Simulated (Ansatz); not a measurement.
# WSe2: a line through a two-coordinate scan

An exercise on one series of results from a longer session: the logs are not shown, and one member is left open.

Computed with Ansatz 0.2.0 (DFT LDA+D3(BJ), scalar-relativistic, plane waves, PAW, unless a step's input says otherwise).

1 further run of the same task is left out (set aside as unsound or not needed).

## The starting structure

It takes space group P-6m2 (No. 187, hexagonal). Conventional cell: a = 3.207 Å, b = 3.207 Å, c = 6.746 Å, α = 90.00°, β = 90.00°, γ = 120.00°. W (site symmetry -6m2) is surrounded by 6 Se at 2.50 Å. Se (site symmetry 3m) has 3 W at 2.50 Å as nearest neighbours.

Structure file:

```
CELL_PARAMETERS angstrom
3.20704 0.00000 0.00000
-1.60352 2.77738 0.00000
0.00000 0.00000 6.74642
ATOMIC_POSITIONS crystal
W 0.00000 0.00000 0.00000
Se 0.33333 0.66667 0.24802
Se 0.33333 0.66667 0.75198
```

It goes back to an entry of the Materials Project, which need not be the stable form.

This cell was relaxed beforehand with the same method: volume 20.03 Å³/atom, gap on the mesh 1.06 eV.

## What is varied

The energy is mapped over two homogeneous strains (x along [1 0 0], y along [1 2 0], z along [0 0 1] of the conventional cell).

- strain +e along x and -e along y: 5 values from −15.0 to 15.0 %
- strain +e along z and -e/2 along x and y: 5 values from −7.0 to 7.0 %

Nothing else is relaxed (fractional coordinates fixed). Energies count from the relaxed crystal. Points are written as (first, second).

Set-up of the first run:

The input, input.yaml:

```yaml
crystal:
  lattice:
    - [2.7821095891, 0.0, 0.0]
    - [-1.3910547946, 3.2425917291, 0.0]
    - [0.0, 0.0, 6.5102992426]
  atoms:
    - { symbol: W, position: [0.0, 0.0, 0.0] }
    - { symbol: Se, position: [0.3333333333, 0.6666666667, 0.2480187231] }
    - { symbol: Se, position: [0.3333333333, 0.6666666667, 0.7519812769] }
basis:
  ecutwfc: 420
kpoints:
  mp_grid: { grid: [12, 12, 4] }
hamiltonian:
  xc: lda
  pseudopotentials: { kind: paw, azcp: { folder: soft_1 } }
  dispersion: d3bj
scf:
  occupations: { method: gaussian, width: 0.05 }
output:
  forces: true
  stress: true
  eigenvalues: true
```

Launch:

```bash
ansatz run input.yaml --threads 1 --pin off --max-ram 2048MiB --backend cpu --events-out ev --progress --plain --runs-dir out
```

Steps of the session up to this table: Grid point (−15.0 %, −3.5 %); Grid point (−7.5 %, −3.5 %); Grid point (0.0 %, −3.5 %); Point (7.5 %, −3.5 %); Point (15.0 %, −3.5 %).

One of the session's tables, all rows but one given; the rest of the session is left out.

It belongs to the step «The line in numbers». 

```
strain +e along x and -e along y (%)  energy (meV/atom)  slope (meV/atom per %)  pressure (GPa)  band gap on the k-mesh (eV)  largest force on an atom (eV/Å)
                               −15.0                568                     −80            13.0                         0.00                             1.98
                                −7.5                  ?                       ?               ?                            ?                                ?
                                 0.0                 21                       0             1.4                         0.82                             0.59
                                 7.5                133                      29             3.9                         0.84                             1.83
                                15.0                433                      50            10.9                         0.26                             4.65
```

**Question.** Estimate the row for strain +e along x and -e along y (%) = −7.5.

Worked estimate for «energy (meV/atom)». A straight line through the neighbours (−15.0, 568) and (0.0, 21) gives 568 + (21 − 568) × (−7.5 − −15.0) / (0.0 − −15.0) = 294; a parabola fitted to 3 rows on both sides gives 166.

As computed: energy (meV/atom): 146; slope (meV/atom per %): −35; pressure (GPa): 4.1; band gap on the k-mesh (eV): 0.98; largest force on an atom (eV/Å): 1.17. In «energy (meV/atom)» the line misses by +148 and the parabola by +20.

Energies count from the relaxed crystal. Slopes come from the forces (and the stress, where the cell changes), not from differences of energies.

Limits of these values: Warnings in the runs' records: pseudo functional mismatch, dispersion damping borrowed.
